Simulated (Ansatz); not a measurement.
# GaSb (I-4m2): convergence test of the k-point mesh, by script

The task is a convergence test of the k-point mesh, for GaSb (I-4m2).

Computed with the Python package of Ansatz 0.2.0. Level of theory: DFT PBEsol, plane waves, PAW.

## 1. Starting point

Symmetry: I-4m2, No. 119, tetragonal system. Conventional cell: a = 5.507 Å, b = 5.507 Å, c = 3.181 Å, α = 90.00°, β = 90.00°, γ = 90.00°. Ga (site symmetry -4m2) has 4 Sb at 2.87 Å and 2 Ga at 3.18 Å as nearest neighbours. Sb (site symmetry -4m2) is surrounded by 4 Ga at 2.87 Å and 2 Sb at 3.18 Å.

The script reads gasb.cif:

```cif
data_GaSb
_cell_length_a 4.206322
_cell_length_b 4.206322
_cell_length_c 4.206322
_cell_angle_alpha 98.22223
_cell_angle_beta 98.22223
_cell_angle_gamma 135.55919
_symmetry_space_group_name_H-M 'P 1'
_symmetry_Int_Tables_number 1
loop_
_symmetry_equiv_pos_as_xyz
'x, y, z'
loop_
_atom_site_label
_atom_site_type_symbol
_atom_site_fract_x
_atom_site_fract_y
_atom_site_fract_z
Ga1 Ga    0.250000    0.750000    0.500000
Sb2 Sb    0.000000    0.000000    0.000000
```

## 2. The code

Input file gasb_kconv.py:

```python
import warnings

import ansatz as az
from ase.io import read
import pandas as pd

FUNCTIONAL = "PBEsol"
FILLING = "fixed"

warnings.simplefilter("ignore", az.DeckWarning)

atoms = read("gasb.cif")
xtal = az.Crystal.from_ase(atoms)

calc = (
    xtal.calculation()
    .basis(21 * az.Ha)
    .functional(FUNCTIONAL)
    .occupations(FILLING)
    .band_table()
)

rows = []
for value in [(4, 4, 4), (6, 6, 6), (8, 8, 8), (10, 10, 10)]:
    rep = calc.kpoints(*value).run(threads=1, backend="cpu").report
    rows.append((value, rep["free_energy_ev"] / len(rep["lattice"]["sites"]), rep["n_iterations"], rep["gap_by_band_count_ev"], rep["n_kpoints"]))

table = pd.DataFrame(rows, columns=["mesh", "F/atom (eV)", "iterations", "gap by band count (eV)", "k-points"])
print(table.round(5).to_string(index=False))

for row in rows[:-1]:
    shift = 1000 * (row[1] - rows[-1][1])
    print(f"{row[0]}: {shift:+.2f} meV/atom" + ("  (within 2 meV)" if abs(shift) < 2 else ""))
```

## 3. What the engine is handed

The engine receives this input (first run):

```yaml
crystal:
  lattice:
    - [4.206322, 0.0, 0.0]
    - [-3.0032051746771824, 2.9451491382400645, 0.0]
    - [-0.6015584882868774, -1.4725747542460972, 3.8939434698016675]
  atoms:
    - { symbol: Ga, position: [0.24999999999999992, 0.7499999999999999, 0.5] }
    - { symbol: Sb, position: [0.0, 0.0, 0.0] }
basis:
  ecutwfc: 571.4391111657479
kpoints:
  mp_grid:
    grid: [4, 4, 4]
hamiltonian:
  xc: pbesol
scf:
  occupations:
    method: fixed
output:
  eigenvalues: true
```

## 4. Launch

Started as:

```
> python gasb_kconv.py
```

The log of the run:

```text
RunWarning: iter 1: σ=0 fill of 14 bands saw a band overlap (occupied 11.5931 eV > unoccupied 8.1027 eV) — on an unconverged iterate often a transient of an unconverged empty band; one that stands at the close is told there (band_overlap_at_count); if the run fails to converge, the spectrum is likely genuinely metallic at σ=0 — use a smearing of finite width or the tetrahedron method (which not every kind of run takes: see the entry of scf.occupations.method in the input reference), with at least one empty band (raise scf.n_extra_bands, or leave it out; where the count is already the smallest k-point's plane-wave count, raise basis.ecutwfc first)
RunWarning: a fill by count may have filled part of one level: at k-index 8 the highest filled band, 8.098324 eV, and the lowest empty band, 8.098324 eV, stand 4.192e-13 eV apart, within the solve's uncertainty, 3.162e-4 eV. If they are one level, whatever splits it, however little, can move the result. A smearing (`scf.occupations.method` with a `width`) well over the split that the run's distortions make, where the deck can take one, can fill the level evenly. On an open shell (a free atom, a radical) an even fill, a smearing's or one that the run's symmetry operations hold, can lie tenths of an eV above a state that splits the level, and an energy difference taken against it is then off [...]
RunWarning: the bands overlap at the fill by count (14 filled at each k-point of a channel): the highest filled level, 11.570570 eV at k-index 2, stands 3.4722 eV over the lowest empty one, 8.098324 eV at k-index 8, so that a fill of the lowest levels lies lower and no gap is reported. A metal, or a carrier in a host's bands, wants a smearing of finite width or the tetrahedron method (`scf.occupations.method`). A defect's level that its images broaden is meant whole, and this fill is then the right one; a shifted mesh or single k-points narrow the overlap
        mesh  F/atom (eV)  iterations  gap by band count (eV)  k-points
   (4, 4, 4)  -5075.25824           6                -3.47225        13
   (6, 6, 6)  -5075.25504           7                -4.82607        30
   (8, 8, 8)  -5075.27904           6                -3.83079        59
(10, 10, 10)  -5075.27921           6                -4.48487       102
(4, 4, 4): +20.97 meV/atom
(6, 6, 6): +24.17 meV/atom
(8, 8, 8): +0.16 meV/atom  (within 2 meV)
```

(Warnings from the package without file and line, shortened, repeats left out.)

Wall time 27 s (1 thread of Arm Neoverse V2, shared host); peak memory 0.58 GiB.

## 5. Inputs of later runs

The engine's inputs for the other runs:

Run 2, against run 1:

```diff
@@ -13 +13 @@
-    grid: [4, 4, 4]
+    grid: [6, 6, 6]
```

Run 3, against run 1:

```diff
@@ -13 +13 @@
-    grid: [4, 4, 4]
+    grid: [8, 8, 8]
```

Run 4, against run 1:

```diff
@@ -13 +13 @@
-    grid: [4, 4, 4]
+    grid: [10, 10, 10]
```

## 6. Run by run

From the records of these 4 runs:

```
run        k mesh  energy from run 4 (meV/atom)  SCF cycles  CPU time (s)
  1     [4, 4, 4]                         20.97           6           1.7
  2     [6, 6, 6]                         24.17           7           3.9
  3     [8, 8, 8]                          0.16           6           7.4
  4  [10, 10, 10]                          0.00           6            13
```

## 7. What came out

```
                              quantity           value
                         runs compared               4
       last run but one, from the last  +0.16 meV/atom
within 5 meV/atom of the last run from       [8, 8, 8]
```

In words: Runs 1, 2, 3, 4: each has settings that are off on purpose, so what rests on them isn't a property of the system. From 8×8×8 on it stays within 2 meV an atom of the value at 10×10×10; the first row (4×4×4) is off by 21.0 meV and the last but one by 0.16 meV. That rests on few rows after larger swings, so the series isn't shown to be converged. It goes up and down, since the sum over k-points isn't variational. The input holds a mistake (fixed occupations, though the bands overlap at this level of theory), so what it prints is no property of GaSb. The structure comes from a database of computed cells and needn't be a stable or known phase. Shifts are counted from the finest mesh, which is itself no proven limit.
